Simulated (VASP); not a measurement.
C: single point with PBE

The system is C.

```
C
1.0
     0.00000    2.16872    3.41366
     1.25208    0.00000    3.41366
     1.25208    2.16872    0.00000
C
2
Direct
  0.16667 0.83333 0.16667
  0.83333 0.16667 0.83333
```

This isn't the form of C at room conditions, which is graphite.

The cell isn't the ideal one: volume scaled by 1.06.

| Item | Value |
| --- | --- |
| Program | VASP 6.6.1 |
| Task | single point |
| Functional | PBE |
| Potentials or basis | VASP PAW PBE potentials, release 64 (C) |
| Cutoff | 520 eV |
| k mesh | 18 × 18 × 18 |
| Occupations | fermi-dirac, width 0.05 eV |
| Spin | no spin polarisation |
| Dipole correction | no |
| Further INCAR settings | ALGO = Fast; EDIFF = 1e-06; NBANDS = 11 |

* Pressure: -10.3 GPa
* Largest force: 0.003 eV/Å
* Band gap on the k mesh: 0.07 eV, indirect (least direct gap 0.14 eV)

Forces in eV/Å, atoms in the order of the input:
```
C    0.000  0.003  0.000
C    0.000 -0.003  0.000
```

Stress tensor (GPa, compression positive):
```
-16.75   0.00   0.00
  0.00 -17.18   0.00
  0.00   0.00   3.08
```

Levels at points of the mesh, in eV from the valence-band top:
```
           k point  band 1  band 2  band 3  band 4  band 5  band 6  band 7  band 8  band 9
(0.00, 0.00, 0.00)  -19.23   -6.28   -3.00   -2.98    4.36    8.05    8.12   10.86   11.59
(0.50, 0.00, 0.00)  -14.06  -12.89   -6.23   -2.23    1.66    6.97   12.31   13.47   18.60
(0.50, 0.50, 0.00)  -18.96   -8.11   -3.01   -2.99    8.03    8.09   10.34   10.99   11.47
(0.50, 0.00, 0.50)  -14.16  -12.97   -6.20   -1.53    2.43    7.15   11.08   11.36   17.77
(0.00, 0.50, 0.50)  -13.96  -12.81   -6.25   -2.86    1.03    6.80   13.49   17.03   18.90
```

It took 2.4 min on 1 thread of Intel(R) Xeon(R) Platinum 8488C (Sapphire Rapids), with other jobs on the host, peak memory 0.25 GiB.

A k mesh can miss the band edges.
